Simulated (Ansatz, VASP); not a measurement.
## HfN: VASP beside Ansatz

File run.py:

```python
from ase.calculators.vasp import Vasp
from ase.dft.bandgap import bandgap
from ase.io import read

atoms = read('HfN.cif')
calc = Vasp(
    directory='calc',
    xc='pbe',
    pp='PBE',
    setups='gw',
    prec='Accurate',
    encut=550,
    ediff=1e-07,
    ismear=0,
    sigma=0.1,
    lreal=False,
    lasph=True,
    nelm=60,
    algo='Normal',
    isif=2,
    lwave=False,
    lcharg=False,
    kpts=[9, 9, 9],
    gamma=True,
)
atoms.calc = calc

print('energy (eV):', atoms.get_potential_energy())
print('free energy (eV):', atoms.get_potential_energy(force_consistent=True))
print('forces (eV/A):')
print(atoms.get_forces())
print('stress (eV/A^3, Voigt):', atoms.get_stress())
print('Fermi level (eV):', calc.get_fermi_level())
gap, top, bottom = bandgap(calc)
print('band gap (eV):', gap, 'from (spin, k, band)', top, 'to', bottom)
```

HfN.cif

```cif
data_HfN
_cell_length_a 3.47164257
_cell_length_b 3.47164257
_cell_length_c 3.47164257
_cell_angle_alpha 60.00000000
_cell_angle_beta 60.00000000
_cell_angle_gamma 60.00000000
_space_group_name_H-M_alt 'P1'
_space_group_name_Hall 'P 1'
_space_group_IT_number 1
loop_
_space_group_symop_operation_xyz
'x,y,z'
loop_
_atom_site_label
_atom_site_type_symbol
_atom_site_symmetry_multiplicity
_atom_site_Wyckoff_symbol
_atom_site_fract_x
_atom_site_fract_y
_atom_site_fract_z
_atom_site_occupancy
Hf1 Hf 1 a 0.0000000000 0.0000000000 0.0000000000 1
N1 N 1 a 0.2500000000 0.2500000000 0.2500000000 1
```

File input.yaml:

```yaml
crystal:
  lattice:
    - [0.0, 2.454822, 2.454822]
    - [2.454822, 0.0, 2.454822]
    - [2.454822, 2.454822, 0.0]
  atoms:
    - { symbol: Hf, position: [0.0, 0.0, 0.0] }
    - { symbol: "N", position: [0.25, 0.25, 0.25] }
hamiltonian:
  xc: pbe
  pseudopotentials: { kind: paw }
kpoints:
  mp_grid: { grid: [9, 9, 9] }
scf:
  occupations: { method: gaussian, width: 0.1 }
output:
  forces: true
  stress: true
  eigenvalues: true
```

The cell comes from a database or a generator and needn't be the stable form of this composition.

Alike in both runs: task single point; functional PBE; k mesh 9 × 9 × 9; occupations gaussian, width 0.1 eV; no spin polarisation.

```csv
,VASP,Ansatz
version,VASP 6.6.1,Ansatz 0.2.0
potentials or method,"VASP PAW PBE potentials, release 64 (Hf_sv_GW, N_GW)",Ansatz PAW
plane-wave cutoff (eV),550,420
valence electrons in the cell,17,31
```

Ansatz gave:

| Property | Result |
| --- | --- |
| gap on the k mesh at the Fermi level (eV) | none |
| pressure (GPa) | 0.7 |

**Question.** Estimate VASP's values.

**Answer.** gap on the k mesh at the Fermi level (eV): none; pressure (GPa): 1.0.

A gap of «none» marks a metal or a gap that the smearing closes. The two sets of potentials don't hold the same shells in valence.

Caveats: the pressure holds a Pulay correction of +0.4 GPa for the finite cutoff (Ansatz). Spin-orbit coupling is left out, which matters for the levels of Hf.
